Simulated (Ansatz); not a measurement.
# KBr: the band gap up the ladder of functionals

One table from this session's results is given with a row withheld; the runs are named, their logs left out.

Program: Ansatz 0.2.0. PAW datasets, plane waves. Computed at 0 K without zero-point motion; spin polarisation is off.

## Starting point

The cell was relaxed beforehand with r2SCAN.

It is cubic, Pm-3m (No. 221); a = 3.976 Å in the conventional setting, 31.42 Å³ an atom. Near K stand 8 Br at 3.44 Å; near Br stand 8 K at 3.44 Å.

As a file:

```
CELL_PARAMETERS angstrom
3.97587 0.00000 0.00000
0.00000 3.97587 0.00000
0.00000 0.00000 3.97587
ATOMIC_POSITIONS crystal
K 0.00000 0.00000 0.00000
Br 0.50000 0.50000 0.50000
```

Set-up of the first run:

Contents of input.yaml:

```yaml
crystal:
  lattice:
    - [3.9758688753, 0.0, 0.0]
    - [0.0, 3.9758688753, 0.0]
    - [0.0, 0.0, 3.9758688753]
  atoms:
    - { symbol: K, position: [0.0, 0.0, 0.0] }
    - { symbol: Br, position: [0.5, 0.5, 0.5] }
kpoints:
  mp_grid: { grid: [6, 6, 6] }
  band_path:
    path:
      - [[0.0, 0.0, 0.0], [-1.588868399558e-52, 0.5, -3.229365294839e-35], [0.5, 0.5, 4.036706618549e-36], [0.0, 0.0, 0.0], [0.5, 0.5, 0.5], [-1.588868399558e-52, 0.5, -3.229365294839e-35]]
      - [[0.5, 0.5, 0.5], [0.5, 0.5, 4.036706618549e-36]]
    npoints: 10
hamiltonian:
  xc: pbe
scf:
  occupations: { method: fermi_dirac, width: 0.02 }
  n_extra_bands: 4
output:
  forces: true
  stress: true
  eigenvalues: true
```

The run is started by

```
$ ansatz run input.yaml --threads 2 --pin off --max-ram 2211MiB --backend cpu --events-out ev --progress --plain --runs-dir out
```

Among the steps run: Band structure with PBE; r2SCAN at the same geometry; HSE06; Single point with PBE+SOC; PBE0; LDA at the same geometry; G0W0 on PBE; DDH-PBE0 at the same geometry; Single point with HSE06+SOC; LC-ωPBE; r2SCANh.

One of the session's tables, all rows but one given; the rest of the session is left out.

```
                     level  gap (eV)
                       PBE      4.02
                    r2SCAN      4.77
                     HSE06      5.19
                   PBE+SOC      4.00
                      PBE0      5.90
                       LDA      3.63
G0W0@PBE (187 empty bands)      6.32
G0W0@PBE (465 empty bands)         ?
                  DDH-PBE0      6.64
                 HSE06+SOC      5.17
                   LC-ωPBE     10.30
                   r2SCANh      5.38
```

Q: Estimate the row for G0W0@PBE (465 empty bands) from the others.

As computed: gap (eV): 6.45. In the column «gap (eV)» it lies between G0W0@PBE (187 empty bands) (6.32) and DDH-PBE0 (6.64).

Meshes: PBE 6×6×6, r2SCAN 6×6×6, HSE06 4×4×4, PBE+SOC 6×6×6, PBE0 4×4×4, LDA 6×6×6, DDH-PBE0 4×4×4, HSE06+SOC 4×4×4, LC-ωPBE 4×4×4, r2SCANh 4×4×4.

What this shows: The gap runs from 3.63 eV (LDA) to 10.30 eV (LC-ωPBE). Against G0W0@PBE, PBE is short by 2.43 eV, at 62 % of it, and r2SCAN 74 %. PBE0 lies 0.70 eV above HSE06, which differs from it by screening the long-range exchange. No extrapolation in bands, cutoff or mesh was made for G0W0.

Limits of these values: Warnings in the runs' records: stress exchange threshold loose, stress scf threshold loose.
